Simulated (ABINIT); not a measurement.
Crystal: GaSb.

```
CELL_PARAMETERS angstrom
0.00000 3.05900 3.05900
3.05900 0.00000 3.05900
3.05900 3.05900 0.00000
ATOMIC_POSITIONS crystal
Sb 0.75000 0.75000 0.75000
Ga 0.00000 0.00000 0.00000
```

Base run:

| Quantity | Value |
| --- | --- |
| Program | ABINIT 10.8.3 (patched build) |
| Functional | OLYP |
| Potentials or basis | JTH PAW PBE v2.0 sp |
| Cutoff | 544 eV |
| k mesh | 8 × 8 × 8 |
| Occupations | fermi-dirac, width 0.05 eV |
| Spin | no spin polarisation |

Its results: band gap on the k mesh 0.26 eV, direct; pressure 3.4 GPa.

Problem. After a change of settings the same cell gave: band gap on the k mesh 0.10 eV, direct; pressure -0.6 GPa. Which change was it?
A. functional from OLYP to PW91
B. functional from OLYP to LDA-PZ; potentials or basis from JTH PAW PBE v2.0 sp to JTH PAW LDA v2.0 sp
C. potentials or basis from JTH PAW PBE v2.0 sp to JTH PAW PBE v2.0; cutoff from 544 eV to 463 eV; fine-grid cutoff from 1088.46 eV to 925.187 eV; valence electrons from 18 to 28
D. functional from OLYP to SOGGA

Solution. D.

SOGGA binds more tightly than OLYP, so the same cell stands under less pressure.

Caveats: the PAW data sets were made with another functional, which shifts forces and pressure a little; spin-orbit coupling is left out, which moves the levels of the heavy elements; this set keeps more shells in the core, which shifts pressures and gaps.

Runs at the PBE level aren't shown here.
